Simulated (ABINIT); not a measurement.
Runs of ABINIT 10.8.3 (patched build) on BaZrO3. It takes space group Pm-3m (No. 221, cubic). Conventional cell: a = 4.191 Å, b = 4.191 Å, c = 4.191 Å, α = 90.00°, β = 90.00°, γ = 90.00°. Ba (site symmetry m-3m) is surrounded by 12 O at 2.96 Å. Zr (site symmetry m-3m) is surrounded by 6 O at 2.10 Å. O (site symmetry 4/mmm) has 2 Zr at 2.10 Å as nearest neighbours. 

```tsv
task	level	potentials or basis	k mesh	cutoff (eV)	fine-grid cutoff	mesh quality	gap on the mesh (eV)	pressure (GPa)
band structure	HCTH407	JTH PAW PBE v2.0	6 × 6 × 6	626	1224.51 eV	not flagged	(b)	5.6
single point	PBE	JTH PAW PBE v2.0	8 × 8 × 8	626	1224.51 eV	not flagged	3.20	4.4
single point	LDA	JTH PAW LDA v2.0	5 × 5 × 5	626	1224.51 eV	not flagged	(a)	-4.7
single point	r2SCAN	JTH PAW PBE v2.0	5 × 5 × 5	762	1360.57 eV	not flagged	3.82	1.7
single point	r2SCAN	JTH PAW PBE v2.0	4 × 4 × 4	762	1360.57 eV	not flagged	3.71	1.7
single point	PBEsol	JTH PAW PBE v2.0	2 × 2 × 2	626	1224.51 eV	coarse	2.91	(c)
band structure	AM05	JTH PAW PBE v2.0	6 × 6 × 6	626	1224.51 eV	not flagged	3.13	-0.1
single point	PBEsol	JTH PAW PBE v2.0	8 × 8 × 8	626	1224.51 eV	not flagged	3.11	-0.8
```

Alike in all rows: no spin polarisation; cell as given; smearing fermi-dirac 0.05 eV.

Problem. Estimate the missing entries.

Solution. (a) 3.19; (b) 3.32; (c) 1.1.

Caveats: some runs use coarse meshes; this set's barium file shifts pressures by 1.5 GPa and gaps by 0.1 eV against other sets; spin-orbit coupling is left out, which moves the levels of the heavy elements; the PAW data sets were made with another functional, which shifts forces and pressure a little (some runs); an odd mesh through Γ misses points on the zone boundary, where band edges often lie (some runs).

A k mesh can miss the band edges, and the runs leave out spin-orbit coupling on Ba, Zr.
